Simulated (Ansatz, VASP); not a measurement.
**One calculation of KBr, two programs**

```
K Br
1.0
     4.01636    0.00000    0.00000
     0.00000    4.01636    0.00000
     0.00000    0.00000    4.01636
K Br
1 1
Direct
  0.00000 0.00000 0.00000
  0.50000 0.50000 0.50000
```

Change from the starting cell: volume scaled by 0.98, PAW files.

Alike in both runs: task electric field gradients; functional LDA; k mesh 6 × 6 × 6; occupations fermi-dirac, width 0.01 eV; no spin polarisation.

|  | VASP | Ansatz |
| --- | --- | --- |
| version | VASP 6.6.1 | Ansatz 0.2.0 |
| potentials or method | VASP PAW LDA potentials, release 64 (K_sv, Br) | PAW with Ansatz's default frozen-core files, scalar-relativistic |
| plane-wave cutoff (eV) | 520 | 420 |
| valence electrons in the cell | 16 | 16 |

|  | VASP | Ansatz | Ansatz less VASP |
| --- | --- | --- | --- |
| gap on the k mesh at the Fermi level (eV) | 3.54 | 3.53 | -0.010 |
| pressure (GPa) | -2.4 | -2.4 | -0.04 |
| Vzz of the field gradient on the site that differs most (V/Å²) | 0.0 | 0.0 | 0.00 |

A k mesh can miss the band edges.
